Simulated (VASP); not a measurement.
A run of VASP 6.6.1:

Contents of INCAR:

```
ALGO = Normal
EDIFF = 1E-6
ENCUT = 520
GGA = PS
ISIF = 2
ISMEAR = 0
KPAR = 4
LASPH = T
LCHARG = F
LREAL = F
LWAVE = F
NBANDS = 16
NELM = 80
PREC = Accurate
SIGMA = 0.03
```

File KPOINTS:

```
k-points
0
Gamma
  6 6 6
```

Contents of POSCAR:

```
CuI
1.0
    0.0000000000      3.0315000000      3.0315000000
    3.0315000000      0.0000000000      3.0315000000
    3.0315000000      3.0315000000      0.0000000000
Cu I
1 1
Direct
    0.2500000000      0.2500000000      0.2500000000
    0.0000000000      0.0000000000      0.0000000000
```

Potentials or basis: VASP PAW PBE potentials, release 64 (Cu, I).

Command:

```bash
$ cat potpaw_PBE.64/Cu/POTCAR potpaw_PBE.64/I/POTCAR > POTCAR
$ mpirun -np 4 vasp_std > vasp.out
```

Hardware: 4 MPI ranks on Intel(R) Xeon(R) Platinum 8259CL CPU @ 2.50GHz (Skylake/Cascade Lake), with other jobs on the host.

Task: How long does it take, and how much memory?

Result: It took 5.8 s on 4 MPI ranks on Intel(R) Xeon(R) Platinum 8259CL CPU @ 2.50GHz (Skylake/Cascade Lake), on a shared host, peak memory 0.17 GiB a rank. Counts: scf iterations 13, k points 16.
